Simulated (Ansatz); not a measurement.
# V_Al in AlN (P6_3mc): charge-transition levels and formation energies, part 2 of 2

Wanted: the transition levels of a vacancy in AlN (P6_3mc), from a cell of 72 host atoms with 1 Al taken out.

Ansatz; place-levels on r2SCAN runs: charge-transition levels and formation energies with image-charge correction and potential alignment at the atomic sites; PAW set soft_1.

So far: Starting point; Charge states.

## (3) Placing the levels, r2SCAN

A charged cell interacts with its images and the background, and its potential has another zero than the host's. place-levels removes the first by a point-charge model, screened by the static dielectric constant since the ions have relaxed around the charge, and the second by comparing potentials at atoms far from the defect.

The host is a run of the defect-free crystal in the same cutoffs, grids and k-points, so that basis and sampling errors cancel in part in the differences. The host is run in a cell of 8 atoms on a matching mesh. Its band edges are searched through the zone by a band path, so the gap is smaller than, or equal to, that on the mesh. Chemical potentials are energies per atom of Al (fcc), run with the same functional and cutoff.

Input file levels.point.yaml:

```yaml
host:
  run: host.point.run
states: [qm3.point.run, qm2_M1.point.run, qm1.point.run, qm1_M2.point.run, q0_M1.point.run, q0_M3.point.run, qp1.point.run, qp1_M2.point.run]
geometry_from:
  qm3.point.run: qm3.relax.run
  qm2_M1.point.run: qm2_M1.relax.run
  qm1.point.run: qm1.relax_smeared.run
  qm1_M2.point.run: qm1_M2.relax.run
  q0_M1.point.run: q0_M1.relax.run
  q0_M3.point.run: q0_M3.relax.run
  qp1.point.run: qp1.relax.run
  qp1_M2.point.run: qp1_M2.relax.run
  host.point.run: host.relax.run
chemical_potentials:
  Al:
    energy: -540.418346
    dataset: <sha256 of the dataset>
epsilon: [4.49, 4.49, 4.72]
static_epsilon: [8.15, 8.15, 9.65]
vertical:
  - { from: qm3.point.run, to: qm3.point_neutral.run }
  - { from: qm2_M1.point.run, to: qm2_M1.point_neutral.run }
  - { from: qm1.point.run, to: qm1.point_neutral.run }
  - { from: qm1_M2.point.run, to: qm1_M2.point_neutral.run }
  - { from: qp1.point.run, to: qp1.point_neutral.run }
  - { from: qp1_M2.point.run, to: qp1_M2.point_neutral.run }
```

On the command line:

```bash
> ansatz place-levels levels.point.yaml -- --threads 4 --pin off --max-ram 15073MiB
```

Log:

```text
[... repeated set-up lines and file paths are left out, and long positions are rounded to six places ...]
(+1/0) 0.303 eV above the valence edge, 4.574 eV under the conduction edge
(0/-1) 1.443 eV above the valence edge, 3.435 eV under the conduction edge
(-1/-2) 2.039 eV above the valence edge, 2.839 eV under the conduction edge
(-2/-3) 2.651 eV above the valence edge, 2.227 eV under the conduction edge
formation energy of charge +1: +9.265 eV with the Fermi level at the valence edge
formation energy of charge 0: +9.569 eV with the Fermi level at the valence edge
formation energy of charge -1: +11.011 eV with the Fermi level at the valence edge
formation energy of charge -2: +13.050 eV with the Fermi level at the valence edge
formation energy of charge -3: +15.701 eV with the Fermi level at the valence edge
vertical -3 to 0: no energy, since no alignment is typed
  the change from vertical[0].from (qm3.point.run) to vertical[0].to (qm3.point_neutral.run): by its potential at epsilon [4.49, 4.49, 4.72] it stands at 0.476 0.523 0.481, with an rms radius of about 2.4 Å (1.3 1.3 1.6 Å across the planes of the cell's [...]
vertical -2 to 0: no energy, since no alignment is typed
  the change from vertical[1].from (qm2_M1.point.run) to vertical[1].to (qm2_M1.point_neutral.run): by its potential at epsilon [4.49, 4.49, 4.72] it stands at 0.484 0.590 0.468, with an rms radius of about 2.5 Å (1.3 1.5 1.4 Å across the planes of the cell's [...]
vertical -1 to 0: no energy, since no alignment is typed
  the change from vertical[2].from (qm1.point.run) to vertical[2].to (qm1.point_neutral.run): by its potential at epsilon [4.49, 4.49, 4.72] it stands at 0.503 0.594 0.466, with an rms radius of about 1.9 Å (0.9 1.3 1.0 Å across the planes of the cell's [...]
vertical -1 to 0: no energy, since no alignment is typed
  the change from vertical[3].from (qm1_M2.point.run) to vertical[3].to (qm1_M2.point_neutral.run): by its potential at epsilon [4.49, 4.49, 4.72] it stands at 0.493 0.510 0.473, with an rms radius of about 2.0 Å (1.1 1.1 1.2 Å across the planes of the cell's [...]
vertical +1 to 0: no energy, since no alignment is typed
  the change from vertical[4].from (qp1.point.run) to vertical[4].to (qp1.point_neutral.run): by its spins about the atoms it stands at 0.254 0.745 0.598, with an rms radius of about 2.7 Å (1.3 1.3 2.0 Å across the planes of the cell's vectors); [...]
vertical +1 to 0: no energy, since no alignment is typed
  the change from vertical[5].from (qp1_M2.point.run) to vertical[5].to (qp1_M2.point_neutral.run): by its potential at epsilon [4.49, 4.49, 4.72] it stands at 0.440 0.559 0.524, with an rms radius of about 2.2 Å (1.1 1.1 1.5 Å across the planes of the cell's [...]
  edges by r2scan, gap 4.878 eV; the host is sampled to repeats of 18.64 Å
  the defect's cells are sampled to repeats of 18.64 Å, like sampling
  charge +1: -32882.7466 eV with its correction of -0.037 eV, at epsilon [8.15, 8.15, 9.65], aligned at sites: -0.2993 eV, mean over 33 atomic sites at or beyond 4.66 Å from the host's site at [0.4444, 0.5556, 0.4997] by the defect at [0.4444, 0.5556, [...]
  charge 0: +0.000 eV for its dipole among its images, +0.000 omitted
  charge -1: -32867.1641 eV with its correction of +0.532 eV, at epsilon [8.15, 8.15, 9.65], aligned at sites: -0.2688 eV, mean over 33 atomic sites at or beyond 4.66 Å from the host's site at [0.4444, 0.5556, 0.4997] by the defect at [0.4444, 0.5556, [...]
  charge -2: -32858.2068 eV with its correction of +1.533 eV, at epsilon [8.15, 8.15, 9.65], aligned at sites: -0.2409 eV, mean over 33 atomic sites at or beyond 4.66 Å from the host's site at [0.4444, 0.5556, 0.4997] by the defect at [0.4444, 0.5556, [...]
  states[1] (qm2_M1.point.run): levels filled in part (TS 0.004 eV): its energy is of no whole electron's
  charge -3: -32848.6378 eV with its correction of +3.050 eV, at epsilon [8.15, 8.15, 9.65], aligned at sites: -0.2283 eV, mean over 33 atomic sites at or beyond 4.66 Å from the host's site at [0.4444, 0.5556, 0.4997] by the defect at [0.4444, 0.5556, [...]
  charge +1: states[6] (qp1.point.run) stands 1.312 eV higher, with a moment of 0.00 μB against 2.00
  charge 0: states[4] (q0_M1.point.run) stands 0.123 eV higher, with a moment of 1.00 μB against 3.00
  charge -1: states[2] (qm1.point.run) stands 0.592 eV higher, with a moment of 0.00 μB against 2.00
  states[2] (qm1.point.run): levels filled in part (TS 0.024 eV): its energy is of no whole electron's
  of states[7] (qp1_M2.point.run): its alignment with the host at atomic sites is doubtful: the mean over the far sites moves by -0.0580 eV from their farther parts to their nearer, more than 0.05 eV. [...]
  of states[5] (q0_M3.point.run): stability_check_not_made
  of states[3] (qm1_M2.point.run): the host's ions (past the first shell or, of a walk that freed a part, those that it held) aren't shown at rest: they stand up to 0.041 Å off their sites, 0.65 of a continuum's relaxation, the totals under the two constants [...]
  of states[1] (qm2_M1.point.run): it parts from the run at its places by a charge that spreads by about 1.5 Å along one vector (1.4 Å or more is wide), by its potential at epsilon [4.49, 4.49, 4.72], taken for that of held ions (one typed too small widens [...]
  of states[0] (qm3.point.run): it parts from the run that its charge is read beside by 3 carriers, of which the mean alone is read, by its potential at epsilon [4.49, 4.49, 4.72], taken for that of held ions (one typed too small widens it): that is narrow, [...]
  of states[6] (qp1.point.run): it parts from the run at its places by a charge that spreads by about 2 Å along one vector (1.7 Å or more is wide), by the spins about the atoms, where the cell does not tell a trapped carrier from a band state. [...]
  of states[4] (q0_M1.point.run): stability_check_not_made
  of vertical[0].from (qm3.point.run): it parts from the run that its charge is read beside by 3 carriers, of which the mean alone is read, by its potential at epsilon [4.49, 4.49, 4.72], taken for that of held ions (one typed too small widens it): that is [...]
  of vertical[0].to (qm3.point_neutral.run): stability_check_not_made
  vertical[1].from (qm2_M1.point.run): levels filled in part (TS 0.004 eV): its energy is of no whole electron's
  of vertical[1].from (qm2_M1.point.run): stability_check_not_made; [...]
  of vertical[1].to (qm2_M1.point_neutral.run): it set out from the moments of a save, which an earlier run chose (saved_moments_taken); stability_check_not_made
  vertical[2].from (qm1.point.run): levels filled in part (TS 0.024 eV): its energy is of no whole electron's
  of vertical[2].to (qm1.point_neutral.run): stability_check_not_made
  of vertical[3].from (qm1_M2.point.run): stability_check_not_made
  of vertical[3].to (qm1_M2.point_neutral.run): it set out from the moments of a save, which an earlier run chose (saved_moments_taken); seeded_moment_not_kept; stability_check_not_made
  of vertical[4].from (qp1.point.run): its displacements don't fall off away from the defect: farther atoms stand 0.011 Å off the host's places. [...]
  of vertical[4].to (qp1.point_neutral.run): its displacements don't fall off away from the defect: farther atoms stand 0.011 Å off the host's places. [...]
  of vertical[5].from (qp1_M2.point.run): its displacements don't fall off away from the defect: farther atoms stand 0.011 Å off the host's places. [...]
  of vertical[5].to (qp1_M2.point_neutral.run): its displacements don't fall off away from the defect: farther atoms stand 0.011 Å off the host's places. [...]
```

Elapsed: 0.87 s, on 4 threads of Arm Neoverse V2, shared host.

Levels between the charges placed, in eV above the valence top:

```csv
,gap (eV),(+1/0),(0/−1),(−1/−2),(−2/−3)
r2SCAN,4.88,0.30,1.44,2.04,2.65
```

Corrections by state:

```csv
charge,moment (μB),image terms and alignment (eV),band filling (eV),ε used,"over the lowest of its charge, as the program ranks them, band filling apart (eV)"
+1,2.0,-0.037,-,"principal values (8.15, 8.15, 9.65)",0.000
0,3.0,0.000,-,-,0.000
−1,2.0,0.532,-,"principal values (8.15, 8.15, 9.65)",0.000
−2,1.0,1.533,-,"principal values (8.15, 8.15, 9.65)",0.000
−3,0.0,3.050,-,"principal values (8.15, 8.15, 9.65)",0.000
+1,0.0,-0.107,-,"principal values (8.15, 8.15, 9.65)",1.312
0,1.0,0.000,-,-,0.123
−1,0.0,0.549,-,"principal values (8.15, 8.15, 9.65)",0.592
```

The charged structures listed were also run neutral, and place-levels reads from each pair, by the potential or the spins, how wide the charge is by which they differ; that can be the carrier of either run.

```csv
charge,rms radius (Å),spread where it is widest against the cell (Å),wide from (Å),reading
+1,2.2,1.49,1.72,narrow
−1,2.0,1.14,1.40,narrow
−2,2.5,1.53,1.40,wide
−3,2.4,1.31,1.40,narrow
```

The neutral runs of these pairs need not share the spin of the lowest neutral state, and very wide values only mean spread over the cell.

From the program's caveats on the states, each cut to its opening words:

- charge +1 (2 μB): its alignment with the host at atomic sites is doubtful: the mean over the far sites moves by -0.0580 eV from their farther parts to their nearer, more than [...]
- charge +1 (2 μB), +1: its displacements don't fall off away from the defect: farther atoms stand 0.011 Å off the host's places
- charge +1 (2 μB), 0 (3 μB), −1 (2 μB), −2 (1 μB), 0 (1 μB): flagged: stability check not made
- charge −1 (2 μB): the host's ions (past the first shell or, of a walk that freed a part, those that it held) aren't shown at rest: they stand up to 0.041 Å off their sites, 0.65 [...]
- charge −2 (1 μB): it parts from the run at its places by a charge that spreads by about 1.5 Å along one vector (1.4 Å or more is wide), by its potential at epsilon [4.49, 4.49, [...]
- charge −3: it parts from the run that its charge is read beside by 3 carriers, of which the mean alone is read, by its potential at epsilon [4.49, 4.49, 4.72], taken for [...]
- charge −3: its alignment with the host at atomic sites is doubtful: the mean over the far sites moves by +0.0579 eV from their farther parts to their nearer, more than [...]
- charge +1: it parts from the run at its places by a charge that spreads by about 2 Å along one vector (1.7 Å or more is wide), by the spins about the atoms, where the [...]
- charge +1: its alignment with the host at atomic sites is doubtful: the mean over the far sites moves by -0.1134 eV from their farther parts to their nearer, more than [...]
- charge +1: the host's ions (past the first shell or, of a walk that freed a part, those that it held) aren't shown at rest: they stand up to 0.062 Å off their sites, 0.75 [...]

Chemical potentials of the elements' reference phases, run alike. Formation energies (elemental references), with the Fermi level at the valence top and at the conduction bottom (gap 4.88 eV):

```csv
charge,at valence top (eV),at conduction bottom (eV),correction included (eV)
+1,9.27,14.14,-0.04
0,9.57,9.57,0.00
−1,11.01,6.13,0.53
−2,13.05,3.29,1.53
−3,15.70,1.07,3.05
```

Fermi level (eV), lowest formation energy (eV) and a bar from the least value:
```
     0.00       9.27 #############################
     0.44       9.57 ##############################
     0.89       9.57 ##############################
     1.33       9.57 ##############################
     1.77       9.24 #############################
     2.22       8.62 ###########################
     2.66       7.71 #######################
     3.11       6.38 ###################
     3.55       5.06 ##############
     3.99       3.73 #########
     4.43       2.40 #####
     4.88       1.07
```

## (4) Results

```
gap of the host                                                             : 4.88 eV (r2SCAN)
level (plus 1/0)                                                            : 0.30 eV above the valence top
level (0/minus 1)                                                           : 1.44 eV above the valence top
level (minus 1/minus 2)                                                     : 2.04 eV above the valence top
level (minus 2/minus 3)                                                     : 2.65 eV above the valence top
lowest of the charges placed, just above the valence top (0.02 eV)          : +1
lowest of the charges placed, just below the conduction bottom (0.02 eV)    : −3
lowest formation energy at mid-gap of the charges run, elemental references : 8.17 eV
```

**Reading.** Of the charges placed (−3, −2, −1, 0 and +1), the lowest changes at 0.30 eV (+1/0), 1.44 eV (0/−1), 2.04 eV (−1/−2) and 2.65 eV (−2/−3) above the valence top, in a gap of 4.88 eV. Charges above +1 and below −3 were not placed, so these runs say nothing of levels that involve them. States placed: +1 at 2 μB and 0 μB; 0 at 3 μB and 1 μB; −1 at 2 μB and 0 μB; −2 at 1 μB; −3 at 0 μB. Other spin states or structures, where not listed, weren't placed. Corrections reach 3.0 eV, so the cell is small for these charges and their levels are rough. The program doubts the alignment of potentials for at least one state, a sign that the cell is small. Keep in mind: r2SCAN makes the gap too small and tends to spread out bound carriers; where a gas molecule sets a chemical potential or the host's formation energy, its binding is uncorrected; force components of up to 0.38 eV/Å remain in a run at the final settings.

[Logs are printed without paths, hosts, clocks, repeated set-up lines and the standing remarks that a program may print on its own settings, such as how far it seeks lower states.]

[Hosts, paths, dates, database ids (printed as entryN), source tags and the programs' standing remarks are cut or masked in the printed files.]

[Where a table of states has a column of steps, it counts the stored structures, which are thinned; the runs took as many ionic steps or more.]

[A defect's name tells the site on which it was built; relaxed atoms can leave that site.]

[For some hosts the program warned that the k-mesh of the response run may be too coarse for force constants and the static dielectric constant; such warnings are not shown here.]
